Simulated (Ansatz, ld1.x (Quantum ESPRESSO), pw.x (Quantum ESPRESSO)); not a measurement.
# pw.x on bcc Ag: one setting changed

Potential: ultrasoft, ld1.x (Quantum ESPRESSO) 7.5, PBE; core [Ar] 3d10, reference 4s2 4p6 4d10 5s1 5p0; waves: 4s (bound): rcut 1.20, rcutus 1.25 bohr; 5s (bound): rcut 1.20, rcutus 1.25 bohr; 4p (bound): rcut 1.85, rcutus 2.05 bohr; 5p (bound, empty): rcut 1.85, rcutus 2.05 bohr; 4d (bound): rcut 1.00, rcutus 1.25 bohr; 4d channel at 0.05 Ry: rcut 1.00, rcutus 1.25 bohr; local part: all-electron potential smoothed inside 1.95 bohr (lloc = -2); core correction: none; augmentation: PSQ, inside the norm-conserving radii.

The reference run (k-mesh 14³, cutoffs 145/900 Ry, Fermi–Dirac 0.01 Ry, mixing_beta 0.4, conv_thr 1e-9, no spin) gives 0.79 GPa at 17.952 Å³/atom, where all-electron LAPW gives 0.27 GPa. This run, with its own iteration cap, changes smearing to gauss.

```
&control
  calculation='scf', prefix='x', pseudo_dir='./', outdir='./tmp', tstress=.true., disk_io='none'
/
&system
  ibrav=0, nat=1, ntyp=1, ecutwfc=145, ecutrho=900, nbnd=18,
  occupations='smearing', smearing='gauss', degauss=0.01
/
&electrons
  conv_thr=1e-09, mixing_beta=0.4, electron_maxstep=50
/
ATOMIC_SPECIES
Ag 1.0 Ag.UPF
CELL_PARAMETERS angstrom
  -1.64949479 1.64949479 1.64949479
  1.64949479 -1.64949479 1.64949479
  1.64949479 1.64949479 -1.64949479
ATOMIC_POSITIONS crystal
Ag 0.0000 0.0000 0.0000
K_POINTS automatic
14 14 14 0 0 0
```

```bash
pw.x < Ag.scf.in > Ag.scf.out
```

How does the run end?

It converges in 9 iterations; the free energy moves by +11.2 meV/atom and the pressure by +0.13 GPa. Gaussian smearing of the same width is narrower in effect than Fermi–Dirac, so its quadratic term in F is smaller.

```
Message from routine setup:
     using ibrav=0 with symmetry is DISCOURAGED, use correct ibrav instead
     lattice parameter (alat)  =       5.3990  a.u.
     unit-cell volume          =     121.1461 (a.u.)^3
     number of electrons       =        19.00
     number of Kohn-Sham states=           18
     kinetic-energy cutoff     =     145.0000  Ry
     charge density cutoff     =     900.0000  Ry
     scf convergence threshold =      1.0E-09
     Exchange-correlation= PBE
     number of k points=   104  Gaussian smearing, width (Ry)=  0.0100
     iteration #  1     ecut=   145.00 Ry     beta= 0.40
     total energy              =    -297.42371806 Ry
     estimated scf accuracy    <       0.05804157 Ry
     iteration #  2     ecut=   145.00 Ry     beta= 0.40
     total energy              =    -297.43600435 Ry
     estimated scf accuracy    <       0.00292705 Ry
     iteration #  3     ecut=   145.00 Ry     beta= 0.40
     total energy              =    -297.43608983 Ry
     estimated scf accuracy    <       0.00066425 Ry
     [... 3 iterations left out ...]
     iteration #  7     ecut=   145.00 Ry     beta= 0.40
     total energy              =    -297.43614406 Ry
     estimated scf accuracy    <       0.00000006 Ry
     iteration #  8     ecut=   145.00 Ry     beta= 0.40
     total energy              =    -297.43614407 Ry
     estimated scf accuracy    <          2.7E-09 Ry
     iteration #  9     ecut=   145.00 Ry     beta= 0.40
     the Fermi energy is    16.1267 ev
!    total energy              =    -297.43614407 Ry
     estimated scf accuracy    <          6.5E-11 Ry
     smearing contrib. (-TS)   =      -0.00035461 Ry
     The total energy is F=E-TS. E is the sum of the following terms:
     one-electron contribution =    -135.19710774 Ry
     hartree contribution      =      76.48565816 Ry
     xc contribution           =     -27.98903170 Ry
     ewald contribution        =    -210.73530817 Ry
     convergence has been achieved in   9 iterations
          total   stress  (Ry/bohr**3)                   (kbar)     P=        9.15
     Message from routine punch:
     Nothing written, as per user request (disk_io='none')
```

The run took about 1.8 min on one core of a shared host (Neoverse-V2, 96 threads, 742 GiB, load 67).
